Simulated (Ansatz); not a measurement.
# CdTe: the cost of one run

Method: DFT PBE, scalar-relativistic, plane waves, PAW, in Ansatz 0.2.0.

The COD entry's cell or inner coordinates are ideal or old and differ from later refinements, so a difference from it is no clean test against experiment.

**1. Starting point**

Symmetry: F-43m, No. 216, cubic system. Conventional cell: a = 6.410 Å, b = 6.410 Å, c = 6.410 Å, α = 90.00°, β = 90.00°, γ = 90.00°. Cd (site symmetry -43m) is surrounded by 4 Te at 2.78 Å. Around Te (site symmetry -43m) lie 4 Cd at 2.78 Å.

Coordinates:

```cif
data_structure
_symmetry_space_group_name_H-M 'P 1'
_symmetry_Int_Tables_number 1
_cell_length_a 4.5326
_cell_length_b 4.5326
_cell_length_c 4.5326
_cell_angle_alpha 60.000
_cell_angle_beta 60.000
_cell_angle_gamma 60.000
_cell_volume 65.84
loop_
_atom_site_label
_atom_site_type_symbol
_atom_site_fract_x
_atom_site_fract_y
_atom_site_fract_z
_atom_site_occupancy
Cd1 Cd 0.00000 0.00000 0.00000 1
Te1 Te 0.25000 0.25000 0.25000 1
```

The structure comes from the Crystallography Open Database.

**2. The base run**

File input.yaml:

```yaml
crystal:
  lattice:
    - [0.0, 3.205, 3.205]
    - [3.205, 0.0, 3.205]
    - [3.205, 3.205, 0.0]
  atoms:
    - { symbol: Cd, position: [0.0, 0.0, 0.0] }
    - { symbol: Te, position: [0.25, 0.25, 0.25] }
basis:
  ecutwfc: 500
  fft_grid_basis: typed
kpoints:
  mp_grid: { grid: [8, 8, 8] }
hamiltonian:
  xc: pbe
  pseudopotentials: { kind: paw }
scf:
  occupations: { method: gaussian, width: 0.05 }
output:
  forces: true
  stress: true
  eigenvalues: true
  bader: true
  write_density: true
  volumetric_format: npy
  elf: true
```

The run is started by

```console
$ ansatz run input.yaml --threads 2 --pin off --max-ram 4096MiB --backend cpu --events-out ev --progress --plain --runs-dir out
```

**Question.** How long does this run take on 2 threads of AMD EPYC 7R43 (Zen 3), shared host, and how much memory does it need?

About 17 s, with a peak of 0.45 GiB.
